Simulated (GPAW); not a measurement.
A run of GPAW 26.7.0:

run.py

```python
from ase.dft.bandgap import bandgap
from ase.io import write
from ase.spacegroup import crystal
from ase.units import GPa
from gpaw import GPAW, PW

# I 4a
atoms = crystal(['I'],
                basis=[[0.0, 0.0, 0.0]],
                spacegroup=69, setting=1,  # Fmmm
                cellpar=[4.38449093, 4.73120089, 7.81968026, 90.0, 90.0, 90.0],
                primitive_cell=True)

calc = GPAW(mode=PW(700),
            xc='PBE',
            kpts={'size': (7, 7, 7), 'gamma': True},
            occupations={'name': 'fermi-dirac', 'width': 0.05},
            nbands=10,
            convergence={'density': 1e-05, 'energy': 1e-05},
            maxiter=80,
            txt='gpaw.txt')
atoms.calc = calc
energy = atoms.get_potential_energy()
forces = atoms.get_forces()
stress = atoms.get_stress()
calc.write('gs.gpw')
write('result.traj', atoms)
print(f'Energy: {energy:.6f} eV')
print('Forces (eV/A):')
print(forces.round(4))
print('Stress (GPa):', (stress / GPa).round(3))
print('Fermi level:', round(calc.get_fermi_level(), 4), 'eV')
print(f'Gap: {bandgap(calc)[0]:.4f} eV, direct: {bandgap(calc, direct=True)[0]:.4f} eV')
```

Potentials or basis: GPAW PAW data sets (gpaw-data 1.2.1), pw.

The run is started by

```bash
$ OMP_NUM_THREADS=1 python run.py
```

Hardware: 1 thread of Arm Neoverse V1, on a shared host.

Problem. Estimate the wall time of this run.

Solution. Wall time 27 s on 1 thread of Arm Neoverse V1, on a shared host, peak memory 0.18 GiB. Counts: scf iterations 9, plane waves 1724, bands 10, k points 64.
